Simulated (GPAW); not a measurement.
A run of GPAW 26.7.0 is set up as follows.

File run.py:

```python
from ase.filters import FrechetCellFilter
from ase.io import read, write
from ase.optimize import FIRE
from ase.units import GPa
from gpaw import GPAW, PW

atoms = read('POSCAR')

calc = GPAW(mode=PW(600),
            xc='mBEEF',
            kpts={'size': (7, 7, 7), 'gamma': True},
            occupations={'name': 'fermi-dirac', 'width': 0.05},
            nbands=24,
            convergence={'density': 1e-06, 'energy': 1e-06, 'eigenstates': 1e-10},
            maxiter=150,
            txt='gpaw.txt')
atoms.calc = calc
opt = FIRE(FrechetCellFilter(atoms, scalar_pressure=-2 * GPa), trajectory='relax.traj', logfile='-')
done = opt.run(fmax=0.05, steps=100)
calc.write('gs.gpw')
write('result.traj', atoms)
print('Converged:', done)
print('Cell:', atoms.cell.cellpar().round(4))
print('Volume:', round(atoms.get_volume(), 4))
print(atoms.get_scaled_positions().round(5))
```

Contents of POSCAR:

```
Sn
1.0
   -2.9401404553      2.9401404553      1.5993019889
    2.9401404553     -2.9401404553      1.5993019889
    2.9401404553      2.9401404553     -1.5993019889
Sn
2
Direct
    0.0000000000      0.0000000000      0.0000000000
    0.7500000000      0.2500000000      0.5000000000
```

Potentials or basis: GPAW PAW data sets (gpaw-data 1.2.1), pw.

Command:

```sh
$ OMP_NUM_THREADS=1 python run.py
```

What does it give for the band gap on the k mesh?

None (metal or under the smearing width).

What does it give for the space group after relaxing (to 0.05 Å)?

I4_1/amd (No. 141).

What does it give for the relaxed cell?

a = 4.477 Å, b = 4.477 Å, c = 4.477 Å, α = 97.44°, β = 97.44°, γ = 137.82°.

What does it give for the relaxed volume?

28.10 Å³/atom.

Final structure:
```yaml
crystal:
  lattice:
    - [-2.95339, 2.95339, 1.61063]
    - [2.95339, -2.95339, 1.61063]
    - [2.95339, 2.95339, -1.61063]
  atoms:
    - { symbol: Sn, position: [0.00000, 0.00000, 0.00000] }
    - { symbol: Sn, position: [0.75000, 0.25000, 0.50000] }
```

Caveat: later steps reuse the first step's grids; the PAW data sets were made with another functional, which shifts forces and pressure a little.
